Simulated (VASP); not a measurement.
A run of VASP 6.6.1:

The input INCAR:

```
ALGO = Normal
EDIFF = 1E-6
ENCUT = 520
GGA = PS
ISIF = 2
ISMEAR = 0
LASPH = T
LCHARG = F
LREAL = F
LWAVE = F
NBANDS = 16
NELM = 80
PREC = Accurate
SIGMA = 0.05
```

File KPOINTS:

```
k-points
0
Gamma
  8 8 8
```

The input POSCAR:

```
AgCl
1.0
   -0.0415972500      2.7731500000      2.7731500000
    2.7315527500      0.0000000000      2.7315527500
    2.7731500000      2.7731500000     -0.0415972500
Ag Cl
1 1
Direct
    0.5000000000      0.5000000000      0.5000000000
    0.0000000000      0.0000000000      0.0000000000
```

Potentials or basis: VASP PAW PBE potentials, release 64 (Ag, Cl).

Launch:

```bash
$ cat potpaw_PBE.64/Ag/POTCAR potpaw_PBE.64/Cl/POTCAR > POTCAR
$ mpirun -np 1 vasp_std > vasp.out
```

Hardware: 1 thread of Intel(R) Xeon(R) Platinum 8375C CPU @ 2.90GHz (Ice Lake), on a shared host.

Q: Estimate the wall time of this run.

A: Run time: 86 s on 1 thread of Intel(R) Xeon(R) Platinum 8375C CPU @ 2.90GHz (Ice Lake) (shared host), peak memory 0.21 GiB. Counts: scf iterations 12, k points 95.
